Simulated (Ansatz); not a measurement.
**SiC (Moissanite 3C): Born charges and dielectric tensor with PBEsol**

**Measured values to compare with.**

“Insight into the structural, elastic and electronic properties of a new orthorhombic 6O-SiC polytype”, 2020, pmc:7200658 quotes, for a bulk crystal of SiC: band gap 2.4 eV (indirect).

“Infrared properties of SiC particles”, 1999, arxiv:astro-ph/9903031 quotes, for a bulk crystal of SiC: high-frequency dielectric constant 6.49.

SiC (Moissanite 3C):

```xyz
2
Lattice="0.0000 2.1790 2.1790 2.1790 0.0000 2.1790 2.1790 2.1790 0.0000" Properties=species:S:1:pos:R:3 pbc="T T T"
Si    0.0000    0.0000    0.0000
C     3.2685    3.2685    3.2685
```

```yaml
Program: Ansatz 0.2.0
Task: Born charges and dielectric tensor
Functional: PBEsol
Potentials_or_basis: all-electron PAW datasets made for the crystal
Cutoff: 380 eV (chosen from the basis error)
k_mesh: 10 × 10 × 10
Occupations: fixed
Spin: no spin polarisation
```

- Band gap on the k mesh: 1.24 eV, indirect (least direct gap 4.45 eV)
- Electronic dielectric tensor (diagonal): 7.07
- Born charges (mean of the diagonal): Si +2.72; C -2.72 e

Levels at points of the mesh, in eV from the valence-band top:
```csv
k point,band 2,band 3,band 4,band 5,band 6,band 7
"(0.00, 0.00, 0.00)",0.00,0.00,0.00,6.18,7.24,7.24
"(0.00, 0.00, -0.50)",-8.60,-1.06,-1.06,5.37,7.14,7.14
"(0.00, -0.50, -0.50)",-7.84,-3.21,-3.21,1.24,4.20,13.94
"(-0.50, 0.00, 0.00)",-8.60,-1.06,-1.06,5.37,7.14,7.14
"(-0.50, 0.00, -0.50)",-7.84,-3.21,-3.21,1.24,4.20,13.94
```

Electronic dielectric tensor:
```
7.07 0.00 0.00
0.00 7.07 0.00
0.00 0.00 7.07
```

Born effective charge tensors (e):
atom 1, Si
```
2.72 0.00 0.00
0.00 2.72 0.00
0.00 0.00 2.72
```
atom 2, C
```
-2.72  0.00  0.00
 0.00 -2.72  0.00
 0.00  0.00 -2.72
```

Wall time 33 s on 1 thread of Intel(R) Xeon(R) Platinum 8488C (Sapphire Rapids), on a shared host, peak memory 0.78 GiB.

A measured gap of SiC is 2.4 eV (indirect; quoted in “Insight into the structural, elastic and electronic properties of a new orthorhombic 6O-SiC polytype”, 2020, pmc:7200658); the calculated 1.24 eV misses it by -1.16 eV. The value is that of PBEsol on a finite k mesh, which can miss the band edges, without temperature or zero-point motion. Semilocal functionals fall short of measured gaps as a rule. A measured high-frequency dielectric constant of SiC is 6.49 (quoted in “Infrared properties of SiC particles”, 1999, arxiv:astro-ph/9903031); the calculated 7.07 misses it by +8.9 %.

Caveat: the program warned that the printed levels may be off, so bands, gaps and densities of states are rough.
